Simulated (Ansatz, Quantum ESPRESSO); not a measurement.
## PtAl2 and the pressure, program beside program

The cell as given:

```cif
data_structure
_symmetry_space_group_name_H-M 'P 1'
_symmetry_Int_Tables_number 1
_cell_length_a 4.1790
_cell_length_b 4.1790
_cell_length_c 4.1790
_cell_angle_alpha 60.000
_cell_angle_beta 60.000
_cell_angle_gamma 60.000
_cell_volume 51.61
loop_
_atom_site_label
_atom_site_type_symbol
_atom_site_fract_x
_atom_site_fract_y
_atom_site_fract_z
_atom_site_occupancy
Pt1 Pt 0.00000 0.00000 0.00000 1
Al1 Al 0.75000 0.75000 0.75000 1
Al2 Al 0.25000 0.25000 0.25000 1
```

Kept alike: task relaxation of cell and atoms; functional PBEsol; k mesh 8 × 8 × 8; occupations fermi-dirac, width 0.05 eV; no spin polarisation. The mesh is that of the run's cell of 3 atoms. No spin-orbit coupling.

- A: Ansatz, all-electron LAPW, scalar-relativistic
- B: Quantum ESPRESSO, GBRV 1.5 PBEsol, cutoff 707 eV

| pressure (GPa) | A: volume (Å³/atom) | B: volume (Å³/atom) |
| --- | --- | --- |
| 0 | 17.086 | 17.065 |
| 5 | 16.522 | 16.503 |
| 10 | 16.046 | 16.026 |
| 20 | 15.259 | 15.246 |
| 30 | 14.633 | ? |

Values hold for each row's relaxed cell, which stops near the pressure aimed at. The runs follow the start's structure, whether or not it is the stable one at these pressures.

Task: Estimate the value left open.

Result: In the median of the other rows B lies -0.019 Å³/atom from the other column, which points to 14.614; the run gave 14.623 Å³/atom, +0.009 from it.
